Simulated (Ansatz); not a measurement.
The system is TiO2.

```
CELL_PARAMETERS angstrom
4.81270 0.00000 0.00000
0.00000 4.87188 0.00000
-0.86289 0.00000 4.96659
ATOMIC_POSITIONS crystal
Ti 0.27744 0.05281 0.21315
Ti 0.72256 0.55281 0.28685
Ti 0.72256 0.94719 0.78685
Ti 0.27744 0.44719 0.71315
O 0.06384 0.17697 0.85156
O 0.93616 0.67697 0.64844
O 0.93616 0.82303 0.14844
O 0.06384 0.32303 0.35156
O 0.44536 0.75763 0.46677
O 0.55464 0.25763 0.03323
O 0.55464 0.24237 0.53323
O 0.44536 0.74237 0.96677
```

The cell comes from a database or a generator and needn't be the stable form of this composition.

| Property | Result |
| --- | --- |
| Program | Ansatz 0.2.0 |
| Task | relaxation of cell and atoms |
| Functional | PBEsol |
| Potentials or basis | Ansatz PAW |
| Cutoff | 420 eV (not typed: the program's choice for these potentials) |
| k mesh | 6 × 6 × 6 |
| Occupations | fermi-dirac, width 0.05 eV |
| Spin | no spin polarisation |

At the start: volume 9.70 Å³/atom.

Problem. Where does the relaxation end?

Solution. It ends after 9 steps and the volume is 9.54 Å³/atom (-1.7 %); space group P2_1/c (No. 14, to 0.05 Å).

The path:
```
step  energy change (eV)  largest force (eV/Å)  volume (Å³)
   1              0.0000                0.1467       116.45
   2             -0.0291                0.0919       115.12
   3             -0.0353                0.0540       114.59
   4             -0.0369                0.0990       114.51
   5             -0.0375                0.0195       114.53
   6             -0.0374                0.0043       114.56
   7             -0.0282                0.0043       114.56
   8             -0.0287                0.0022       114.47
   9             -0.0282                0.0022       114.47
```

Final structure:
```
Ti O
1.0
     4.78067    0.00000   -0.00793
     0.00000    4.86114    0.00000
    -0.86533    0.00000    4.92698
Ti O
4 8
Direct
  0.27862 0.05498 0.21360
  0.72138 0.55498 0.28640
  0.72138 0.94502 0.78640
  0.27862 0.44502 0.71360
  0.06522 0.17218 0.84668
  0.93478 0.67218 0.65332
  0.93478 0.82782 0.15332
  0.06522 0.32782 0.34668
  0.44376 0.75859 0.46945
  0.55624 0.25859 0.03055
  0.55624 0.24141 0.53055
  0.44376 0.74141 0.96945
```

Caveat: the plane-wave basis is chosen anew once the cell has moved, so the energies of steps on either side of that aren't comparable; the pressure holds a Pulay correction of +0.9 GPa for the finite cutoff; the PAW data sets come from PBE, with cores solved anew for the run's functional, which leaves a small shift of forces and pressure.
